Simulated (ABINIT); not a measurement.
BN in ABINIT: convergence with boxcutmin

BN:

```
CELL_PARAMETERS angstrom
2.50804 0.00000 0.00000
-1.24671 2.17623 0.00000
-0.63067 -1.08812 3.02254
ATOMIC_POSITIONS crystal
N 0.66851 0.33238 0.98500
B 0.97964 0.98350 0.00181
```

The cell comes from a database or a generator and needn't be the stable form of this composition.

| Quantity | Value |
| --- | --- |
| Program | ABINIT 10.8.3 (patched build) |
| Task | single point |
| Functional | PBE |
| Potentials or basis | PseudoDojo NC SR PBE v0.5 standard |
| Cutoff | 1143 eV |
| k mesh | 9 × 9 × 6 |
| Occupations | methfessel-paxton, width 0.1 eV |
| Spin | no spin polarisation |

These are the settings of the first run; the series varies boxcutmin, with any setting tied to it.

Hardware: 1 thread of Arm Neoverse V2, with other jobs on the host.

| boxcutmin | energy less the tightest run (meV/atom) | pressure (GPa) | SCF cycles | CPU time (s) | peak memory (GiB) |
| --- | --- | --- | --- | --- | --- |
| 1.3 | -0.47 | 4.73 | 9 | 26 | 0.1 |
| 1.5 | 0.00 | 4.66 | 10 | 39 | 0.1 |
| 1.7 | 0.00 | 4.66 | 10 | 40 | 0.1 |
| 1.85 | 0.00 | 4.66 | 10 | 48 | 0.1 |
| 2 | 0.00 | 4.66 | 10 | 59 | 0.1 |
| 2.3 | 0.00 | 4.66 | 10 | 68 | 0.11 |
| 2.7 | 0.00 | 4.66 | 10 | 100 | 0.12 |

Against the tightest run, the energy stays within 1 meV/atom from 1.3 on; the pressure stays within 0.1 GPa from 1.3 on. The tightest run that finished is the yardstick and may itself not be fully converged.
